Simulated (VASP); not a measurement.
Crystal: PbS (Galena).

```
CELL_PARAMETERS angstrom
0.00000 2.96575 2.96575
2.96575 0.00000 2.96575
2.96575 2.96575 0.00000
ATOMIC_POSITIONS crystal
Pb 0.00000 0.00000 0.00000
S 0.50000 0.50000 0.50000
```

Base run:

| Quantity | Value |
| --- | --- |
| Program | VASP 6.6.1 |
| Functional | r2SCAN |
| Potentials or basis | VASP PAW PBE potentials, release 64 (Pb_d, S) |
| Cutoff | 520 eV |
| k mesh | 6 × 6 × 6 |
| Occupations | gaussian, width 0.02 eV |
| Spin | spin-orbit coupling, no magnetisation |

Its results: pressure 1.0 GPa.

Problem. The run is repeated on the same cell with these changes: functional from r2SCAN to LDA; potentials or basis from VASP PAW PBE potentials, release 64 (Pb_d, S) to VASP PAW LDA potentials, release 64 (Pb_d, S). What comes out?

Solution. Pressure -3.2 GPa.

Caveats: the PAW data sets were made with another functional, which shifts forces and pressure a little (some runs).
